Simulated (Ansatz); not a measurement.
# GaP: the cost of one run

Computed with Ansatz 0.2.0 (DFT PBE, scalar-relativistic, plane waves, PAW, unless a step's input says otherwise).

17 further runs of the same task are left out: 17 set aside as unsound or not needed.

**1. The structure to begin with**

It takes space group F-43m (No. 216, cubic). Conventional cell: a = 5.505 Å, b = 5.505 Å, c = 5.505 Å, α = 90.00°, β = 90.00°, γ = 90.00°. Ga (site symmetry -43m) is surrounded by 4 P at 2.38 Å. Around P (site symmetry -43m) lie 4 Ga at 2.38 Å.

Structure file:

```cif
data_structure
_symmetry_space_group_name_H-M 'F-43m'
_symmetry_Int_Tables_number 216
_cell_length_a 5.5051
_cell_length_b 5.5051
_cell_length_c 5.5051
_cell_angle_alpha 90.000
_cell_angle_beta 90.000
_cell_angle_gamma 90.000
_cell_volume 166.84
loop_
_atom_site_label
_atom_site_type_symbol
_atom_site_symmetry_multiplicity
_atom_site_Wyckoff_symbol
_atom_site_fract_x
_atom_site_fract_y
_atom_site_fract_z
_atom_site_occupancy
Ga1 Ga 4 a 0.00000 0.00000 0.00000 1
P1 P 4 c 0.25000 0.25000 0.25000 1
```

This cell was relaxed beforehand with the same method: volume 20.85 Å³/atom, gap on the mesh 1.58 eV.

**2. The scan**

The energy is mapped over volume and the cell's shape.

First coordinate, volume per atom: 7 values from 19.19 to 22.52 Å³. Second coordinate, c/a of the conventional cell: 7 values from 0.923 to 1.083.

Nothing else is relaxed (symmetry fixes all fractional coordinates). Energies count from the relaxed crystal. Points are written as (first, second).

**3. Point (22.52 Å³, 0.923)**

input.yaml reads:

```yaml
crystal:
  lattice:
    - [0.0, 2.6771736776, 2.9005131935]
    - [2.9005131935, 0.0, 2.9005131935]
    - [2.9005131935, 2.6771736776, 0.0]
  atoms:
    - { symbol: Ga, position: [0.0, 0.0, 0.0] }
    - { symbol: P, position: [0.75, 0.75, 0.75] }
basis:
  ecutwfc: 420
kpoints:
  mp_grid: { grid: [10, 10, 10] }
hamiltonian:
  xc: pbe
scf:
  occupations: { method: gaussian, width: 0.05 }
output:
  forces: true
  stress: true
  eigenvalues: true
```

Started as:

```bash
$ ansatz run input.yaml --threads 1 --pin off --max-ram 2048MiB --backend cpu --events-out ev --progress --plain --runs-dir out
```

**Question.** How long does this run take on 1 thread of Arm Neoverse N1, shared host, and how much memory does it need?

About 11 s, with a peak of 0.35 GiB.
